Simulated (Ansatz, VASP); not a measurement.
## One calculation of Re, two programs

File INCAR:

```
PREC = Accurate
ENCUT = 520
EDIFF = 1E-6
ISMEAR = 0
SIGMA = 0.1
LREAL = F
LASPH = T
NELM = 100
ALGO = Normal
ISIF = 2
LWAVE = F
LCHARG = F
GGA = PS
NBANDS = 10
```

File KPOINTS:

```
regular mesh
0
Gamma
  18 18 18
```

POSCAR

```
Re
1.0
    0.0000000000      1.9403324167      1.9403324167
    1.9403324167      0.0000000000      1.9403324167
    1.9403324167      1.9403324167      0.0000000000
Re
1
Direct
    0.0000000000      0.0000000000      0.0000000000
```

Input for Ansatz:

```yaml
crystal:
  lattice:
    - [0.0, 1.9403324167, 1.9403324167]
    - [1.9403324167, 0.0, 1.9403324167]
    - [1.9403324167, 1.9403324167, 0.0]
  atoms:
    - { symbol: Re, position: [0.0, 0.0, 0.0] }
basis:
  ecutwfc: 600.0
kpoints:
  mp_grid: { grid: [18, 18, 18] }
hamiltonian:
  xc: pbesol
  pseudopotentials: { kind: paw, azcp: { folder: soft_1 } }
scf:
  occupations: { method: gaussian, width: 0.1 }
output:
  forces: true
  stress: true
  eigenvalues: true
```

Alike in both runs: task single point; functional PBEsol; k mesh 18 × 18 × 18; occupations gaussian, width 0.1 eV; no spin polarisation.

```csv
,VASP,Ansatz
version,VASP 6.6.1,Ansatz 0.2.0
potentials or method,"VASP PAW PBE potentials, release 64 (Re)","scalar-relativistic, plane waves, PAW"
plane-wave cutoff (eV),520,600
valence electrons in the cell,7,15
```

Ansatz gave:

| Property | Result |
| --- | --- |
| gap on the k mesh at the Fermi level (eV) | none |
| pressure (GPa) | 0.0 |

Which values does VASP return?

gap on the k mesh at the Fermi level (eV): none; pressure (GPa): -0.1.

A gap of «none» marks a metal or a gap that the smearing closes. The two sets of potentials don't hold the same shells in valence. Ansatz warned: «pseudo_functional_mismatch».

Caveats: the PAW data sets were made with another functional, which shifts forces and pressure a little (VASP). The runs have no spin-orbit coupling, so splittings on Re are missing.
